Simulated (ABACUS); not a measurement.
# V in ABACUS: the effect of functional

V:

```
V
1.0
    -1.51435    1.51435    1.51435
     1.51435   -1.51435    1.51435
     1.51435    1.51435   -1.51435
V
1
Direct
  0.00000 0.00000 0.00000
```

Alike in all runs:

- Program: ABACUS 3.10.1
- Task: single point
- Potentials or basis: SG15 ONCV 1.2 PBE
- Cutoff: 1361 eV
- Density cutoff: 5442 eV
- Basis: DZP LCAO (the cutoffs set its grid)
- k mesh: 8 × 8 × 8
- Occupations: fermi-dirac, width 0.05 eV
- Spin: collinear spin, ferromagnetic start
- Starting moments: [2.0] μB

```tsv
functional	pressure (GPa)
LDA	-18.6
PBE	?
PBEsol	-12.6
WC	-27.1
RPBE	-1.7
r2SCAN	-8.3
SCAN	-7.8
```

**Question.** What does the run with functional PBE give?

**Answer.** Pressure -5.9 GPa.

Caveats: all runs use coarse meshes; the atomic orbitals were generated for these runs and aren't a published set; the basis of atomic orbitals isn't converged, which shifts pressures, moduli and gaps; the potentials were made for another functional, which shifts forces and pressure (some runs).
